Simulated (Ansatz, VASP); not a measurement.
**Si in VASP and in Ansatz**

```
Si
1.0
    -2.39915    2.39915    1.30721
     2.39915   -2.39915    1.30721
     2.39915    2.39915   -1.30721
Si
2
Direct
  0.25000 0.75000 0.50000
  0.50000 0.50000 0.00000
```

Alike in both runs: functional r2SCAN; dispersion D4; k mesh 12 × 12 × 12; occupations fermi-dirac, width 0.1 eV; no spin polarisation.

Ansatz relaxed the structure, and its values are those at the end. VASP's run is a single point on that final structure, the one shown.

```csv
,VASP,Ansatz
version,VASP 6.6.1,Ansatz 0.2.0
potentials or method,"VASP PAW PBE potentials, release 64 (Si)","plane waves, PAW"
plane-wave cutoff (eV),520,500
valence electrons in the cell,8,8
```

```csv
,VASP,Ansatz,Ansatz less VASP
pressure (GPa),-0.1,0.0,+0.11
dispersion energy (meV/atom),-153.4,-153.5,-0.12
```

Caveats: the PAW data sets were made with another functional, which shifts forces and pressure a little (VASP); pairwise dispersion overbinds metals, which lowers pressure and volume.
